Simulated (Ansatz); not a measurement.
Cu in Ansatz: the effect of functional

Cu:

```
Cu
1.0
     2.49985    0.00000    0.00000
    -1.24992    2.16493    0.00000
     0.00000    0.00000    4.05699
Cu
2
Direct
  0.66667 0.33333 0.75000
  0.33333 0.66667 0.25000
```

This isn't the form of Cu at room conditions, which is fcc.

The cell isn't the ideal one: volume scaled by 0.96.

Alike in all runs:

| Property | Result |
| --- | --- |
| Program | Ansatz 0.2.0 |
| Task | single point |
| Potentials or basis | Ansatz PAW |
| k mesh | 12 × 12 × 7 |
| Occupations | fermi-dirac, width 0.05 eV |
| Spin | no spin polarisation |

```tsv
functional	cutoff	pressure (GPa)
LDA	420 eV (not typed: the program's choice for these potentials)	-1.2
PBEsol	420 eV (not typed: the program's choice for these potentials)	?
r2SCAN	500 eV (not typed: the program's choice for these potentials)	7.8
```

What does the run with functional PBEsol give?

Pressure 5.8 GPa.

Caveats: the PAW data sets come from PBE, with cores solved anew for the run's functional, which leaves a small shift of forces and pressure.
